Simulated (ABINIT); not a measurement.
A calculation with ABINIT 10.8.3 (patched build) of CaSe (native input, structure typed inline):

Contents of run.abi:

```
# Pseudopotentials
pp_dirpath "./"
pseudos "Se.GGA_PBE-JTH.xml, Ca.GGA_PBE-JTH.xml"

# Structure
acell 4.6669047558 4.6669047558 4.6669047558 Angstrom
rprim
     0.0000000000     0.7071067812     0.7071067812
     0.7071067812     0.0000000000     0.7071067812
     0.7071067812     0.7071067812     0.0000000000
ntypat 2
znucl 34 20
natom 2
typat 1 2
xred
     0.2500000000     0.2500000000     0.2500000000
     0.0000000000     0.0000000000     0.0000000000

# Plane-wave basis
ecut 517.016339 eV
pawecutdg 38.0

# k points
kptopt 1
ngkpt 7 7 7
nshiftk 1
shiftk 0.0 0.0 0.0

# Exchange and correlation
ixc 11

# Bands and occupations
nband 12
occopt 3
tsmear 0.00183747

# SCF cycle
nstep 100
tolvrs 1.0e-9

# Output
iomode 3
prtwf 0
prtden 0
prteig 0
prtebands 0
enunit 2
```

Potentials or basis: JTH PAW PBE v2.0.

Command:

```bash
$ abinit run.abi > log 2>&1
```

The cell comes from a database or a generator and needn't be the stable form of this composition.

**Question.** Write the same calculation in another form: ASE script, structure typed inline.

**Answer.** As run:

The input run.py:

```python
import json, os
import numpy as np
from ase.units import GPa
from ase.calculators.abinit import Abinit, AbinitProfile
from ase import Atoms

atoms = Atoms(['Se', 'Ca'],
              cell=[[0.0, 3.3, 3.3], [3.3, 0.0, 3.3], [3.3, 3.3, 0.0]],
              scaled_positions=[[0.25, 0.25, 0.25], [0.0, 0.0, 0.0]],
              pbc=True)

profile = AbinitProfile(command='abinit', pp_paths=[os.path.abspath('pseudos')])
params = dict(
    pps='pawxml', xc='PBE',
    ecut=517.0163,
    pawecutdg=1034.0327,
    kptopt=1,
    ngkpt=[7, 7, 7],
    nshiftk=1,
    shiftk=[0.0, 0.0, 0.0],
    ixc=11,
    nband=12,
    occopt=3,
    tsmear=0.05,
    nstep=100,
    tolvrs=1e-09,
    prtwf=0,
    prtden=0,
)

atoms.calc = Abinit(profile=profile, directory='run', **params)
energy = atoms.get_potential_energy()
forces = atoms.get_forces()
stress = atoms.get_stress()
print(f'energy {energy:.6f} eV')
print('forces (eV/A)')
print(np.round(forces, 5))
print('stress (GPa, Voigt, tension positive)', np.round(stress / GPa, 4))
json.dump(dict(energy=energy, forces=forces.tolist(), stress=stress.tolist(), cell=atoms.cell.tolist(), frac=atoms.get_scaled_positions(wrap=False).tolist()), open('results.json', 'w'))
```

Potentials or basis: JTH PAW PBE v2.0.

Command:

```console
$ python run.py
```

Both were run:

|  | native input, structure typed inline | ASE script, structure typed inline |
| --- | --- | --- |
| Pressure | -0.2 GPa | -0.2 GPa |
| Band gap on the k mesh | 3.15 eV, indirect (least direct gap 3.24 eV) | 3.15 eV, indirect (least direct gap 3.24 eV) |
| Valence electrons inside the program's atomic spheres | Se 4.00; Ca 7.42 | Se 4.00; Ca 7.42 |

Keys that steer only the numerical path or the files written may differ.

Caveat: an odd mesh through Γ misses points on the zone boundary, where band edges often lie.
